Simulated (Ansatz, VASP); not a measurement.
Two plane-wave programs on AlN

File INCAR:

```
PREC     = Accurate       # precision mode
ENCUT    = 520            # plane-wave cutoff, eV
EDIFF    = 1E-6           # SCF threshold, eV
ISMEAR   = 0              # smearing method
SIGMA    = 0.05           # smearing width, eV
LREAL    = F              # projectors in reciprocal space
LASPH    = T              # aspherical terms in the spheres
NELM     = 60             # most SCF steps
ALGO     = Normal         # electronic algorithm
ISIF     = 2              # what is computed and relaxed
LWAVE    = F              # write WAVECAR
LCHARG   = T              # write CHGCAR
LELF     = T              # ELF
LVHAR    = T            
NBANDS   = 26             # bands
```

KPOINTS

```
regular mesh
0
Gamma
  8 6 4
```

Contents of POSCAR:

```
AlN
1.0
   -1.6378403119      2.8368226349      0.0000000000
    0.0000000000      0.0000000000      4.1006264518
    4.9135209358      2.8368226349      0.0000000000
Al N
4 4
Direct
    0.4949284281      0.7500000000      0.2154491138
    1.0000000000      0.7500000000      0.6666666667
    0.0000000000      0.2500000000      0.3333333333
    0.5000000000      0.2500000000      0.8333333333
    0.5000000000      0.2500000000      0.1666666667
    1.0000000000      0.2500000000      0.6666666667
    0.0000000000      0.7500000000      0.3333333333
    0.5000000000      0.7500000000      0.8333333333
```

Input for Ansatz:

```yaml
crystal:
  lattice:
    - [-1.6378403119, 2.8368226349, 0.0]
    - [0.0, 0.0, 4.1006264518]
    - [4.9135209358, 2.8368226349, 0.0]
  atoms:
    - { symbol: Al, position: [0.4949284281, 0.75, 0.2154491138] }
    - { symbol: Al, position: [1.0, 0.75, 0.6666666667] }
    - { symbol: Al, position: [0.0, 0.25, 0.3333333333] }
    - { symbol: Al, position: [0.5, 0.25, 0.8333333333] }
    - { symbol: "N", position: [0.5, 0.25, 0.1666666667] }
    - { symbol: "N", position: [1.0, 0.25, 0.6666666667] }
    - { symbol: "N", position: [0.0, 0.75, 0.3333333333] }
    - { symbol: "N", position: [0.5, 0.75, 0.8333333333] }
basis:
  ecutwfc: 420
kpoints:
  mp_grid: { grid: [8, 6, 4] }
hamiltonian:
  xc: lda
  pseudopotentials: { kind: paw, azcp: { folder: soft_1 } }
scf:
  occupations: { method: gaussian, width: 0.05 }
output:
  forces: true
  stress: true
  eigenvalues: true
```

Alike in both runs: task single point; functional LDA; k mesh 8 × 6 × 4; occupations gaussian, width 0.05 eV; no spin polarisation.

```csv
,VASP,Ansatz
version,VASP 6.6.1,Ansatz 0.2.0
potentials or method,"VASP PAW LDA potentials, release 64 (Al, N)","scalar-relativistic, plane waves, PAW"
plane-wave cutoff (eV),520,420
valence electrons in the cell,32,32
```

VASP gave:

| Quantity | Value |
| --- | --- |
| gap on the k mesh at the Fermi level (eV) | 3.16 |
| least direct gap on the mesh (eV) | 3.16 |
| pressure (GPa) | 3.4 |
| largest component of the traceless stress (GPa) | 6.17 |
| rms of the force components (eV/Å) | 1.096 |

**Question.** What did Ansatz give for the same quantities?

**Answer.** gap on the k mesh at the Fermi level (eV): 3.16; least direct gap on the mesh (eV): 3.16; pressure (GPa): 2.7; largest component of the traceless stress (GPa): 5.99; rms of the force components (eV/Å): 1.084.

Atom by atom the forces differ by 0.016 eV/Å (rms over components). Ansatz warned: «pseudo_functional_mismatch».

Caveats: forces of over 1 eV/Å show positions far from the minimum, so gaps and moduli don't describe the material at rest. A k mesh can miss the band edges.
